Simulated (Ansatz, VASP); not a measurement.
**One calculation of NbSn, two programs**

```xyz
4
Lattice="4.1339 0.0000 0.0000 -2.0669 3.5800 0.0000 0.0000 0.0000 5.6714" Properties=species:S:1:pos:R:3 pbc="T T T"
Nb    0.0000    0.0000    0.0000
Nb    0.0000    0.0000    2.8357
Sn    0.0000    2.3867    1.4178
Sn    2.0669    1.1933    4.2535
```

Change from the starting cell: volume scaled by 1.06.

Alike in both runs: task single point; functional PBE; k mesh 8 × 8 × 5; occupations fermi-dirac, width 0.05 eV; no spin polarisation.

```csv
,VASP,Ansatz
version,VASP 6.6.1,Ansatz 0.2.0
potentials or method,"VASP PAW PBE potentials, release 64 (Nb_sv, Sn_d), cutoff 520 eV","all-electron LAPW, scalar-relativistic"
```

|  | VASP | Ansatz | Ansatz less VASP |
| --- | --- | --- | --- |
| gap on the k mesh at the Fermi level (eV) | none | none | - |
| pressure (GPa) | 16.2 | 16.4 | +0.14 |
| largest component of the traceless stress (GPa) | 7.36 | 7.38 | +0.024 |

A gap of «none» marks a metal or a gap that the smearing closes. Ansatz ran all-electron here, so the differences hold the error of VASP's frozen core and of both bases.

Caveats: so large a pressure means that the cell lies far from this level's equilibrium, or that cutoff or potentials fall short (VASP).
